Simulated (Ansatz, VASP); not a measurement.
**MgS: VASP beside Ansatz**

File INCAR:

```
  PREC = Accurate
  ENCUT = 520
  EDIFF = 1E-8
  ISMEAR = -1
  SIGMA = 0.01
  LREAL = False
  LASPH = True
  NELM = 60
  ALGO = Normal
  ISIF = 2
  LWAVE = False
  LCHARG = False
  GGA = PE
  LEFG = True
  NBANDS = 11
```

The input KPOINTS:

```
Automatic mesh
0
Gamma
  8 8 8
```

The input POSCAR:

```
MgS
1.0
    0.0000000000      2.6016500000      2.5756335000
    2.6016500000      0.0000000000      2.5756335000
    2.6016500000      2.6016500000      0.0000000000
Mg S
1 1
Direct
    0.0000000000      0.0000000000      0.0000000000
    0.5000000000      0.5000000000      0.5000000000
```

Input for Ansatz:

```yaml
crystal:
  lattice:
    - [0.0, 2.60165, 2.5756335]
    - [2.60165, 0.0, 2.5756335]
    - [2.60165, 2.60165, 0.0]
  atoms:
    - { symbol: Mg, position: [0.0, 0.0, 0.0] }
    - { symbol: S, position: [0.5, 0.5, 0.5] }
kpoints:
  mp_grid: { grid: [8, 8, 8] }
scf:
  occupations: { method: fermi_dirac, width: 0.01 }
hamiltonian:
  xc: pbe
  pseudopotentials: { kind: paw }
output:
  forces: true
  stress: true
  eigenvalues: true
  efg: { contact_densities: true }
```

Change from the starting cell: zz strain of -1 %, PAW files.

Alike in both runs: task electric field gradients; functional PBE; k mesh 8 × 8 × 8; occupations fermi-dirac, width 0.01 eV; no spin polarisation.

|  | VASP | Ansatz |
| --- | --- | --- |
| version | VASP 6.6.1 | Ansatz 0.2.0 |
| potentials or method | VASP PAW PBE potentials, release 64 (Mg, S) | PAW with Ansatz's default frozen-core files, scalar-relativistic |
| plane-wave cutoff (eV) | 520 | 420 |
| valence electrons in the cell | 8 | 16 |

|  | VASP | Ansatz | Ansatz less VASP |
| --- | --- | --- | --- |
| gap on the k mesh at the Fermi level (eV) | 2.75 | 2.76 | +0.014 |
| pressure (GPa) | 1.7 | 2.0 | +0.30 |
| largest component of the traceless stress (GPa) | 0.76 | 0.76 | +0.004 |
| Vzz of the field gradient on the site that differs most (V/Å²) | -0.8 | -0.7 | +0.12 |

With one functional, cell and mesh, what is left measures potentials, basis and numerics. The two sets of potentials don't hold the same shells in valence.

A k mesh can miss the band edges.
